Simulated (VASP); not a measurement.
Input of a VASP 6.6.1 run:

File INCAR:

```
SYSTEM = Mg
  ALGO = Normal
  EDIFF = 1E-7
  ENCUT = 520
  GGA = PS
  ISIF = 2
  ISMEAR = 0
  LASPH = .TRUE.
  LCHARG = .FALSE.
  LREAL = .FALSE.
  LWAVE = .FALSE.
  NBANDS = 7
  NELM = 100
  PREC = Accurate
  SIGMA = 0.1
```

File KPOINTS:

```
k-points
0
G
  16 16 16
  0 0 0
```

POSCAR

```
Mg
1.0
    0.0000000000      2.2447946214      2.2447946214
    2.2447946214      0.0000000000      2.2447946214
    2.2447946214      2.2447946214      0.0000000000
Mg
1
Direct
    0.0000000000      0.0000000000      0.0000000000
```

Potentials or basis: VASP PAW PBE potentials, release 64 (Mg).

The run is started by

```sh
$ cat potpaw_PBE.64/Mg/POTCAR > POTCAR
$ mpirun -np 1 vasp_std > vasp.out
```

(1) What does it give for the band gap on the k mesh?

(2) Predict the pressure.

Answers

(1) none (metal or under the smearing width).

(2) 0.0 GPa.

Caveat: the PAW data sets were made with another functional, which shifts forces and pressure a little.
